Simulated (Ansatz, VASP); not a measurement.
## BN: VASP beside Ansatz

```
B N
1.0
     2.42569    0.00000    0.00000
    -1.21285    2.10071    0.00000
     0.00000    0.00000    7.09819
B N
2 2
Direct
  0.33333 0.66667 0.25000
  0.66667 0.33333 0.75000
  0.33333 0.66667 0.75000
  0.66667 0.33333 0.25000
```

Alike in both runs: task single point; functional LDA; k mesh 12 × 12 × 4; occupations gaussian, width 0.05 eV; no spin polarisation.

```csv
,VASP,Ansatz
version,VASP 6.6.1,Ansatz 0.2.0
potentials or method,"VASP PAW LDA potentials, release 64 (B, N)","scalar-relativistic, plane waves, PAW"
plane-wave cutoff (eV),520,420
valence electrons in the cell,16,16
```

|  | VASP | Ansatz | Ansatz less VASP |
| --- | --- | --- | --- |
| gap on the k mesh at the Fermi level (eV) | 4.33 | 4.35 | +0.019 |
| least direct gap on the mesh (eV) | 4.75 | 4.76 | +0.012 |
| pressure (GPa) | 19.9 | 19.4 | -0.43 |
| largest component of the traceless stress (GPa) | 21.44 | 20.78 | -0.655 |

Caveats: so large a pressure means that the cell lies far from this level's equilibrium, or that cutoff or potentials fall short (VASP). A k mesh can miss the band edges. A hybrid or GW would open this gap; LDA tends to underestimate it.
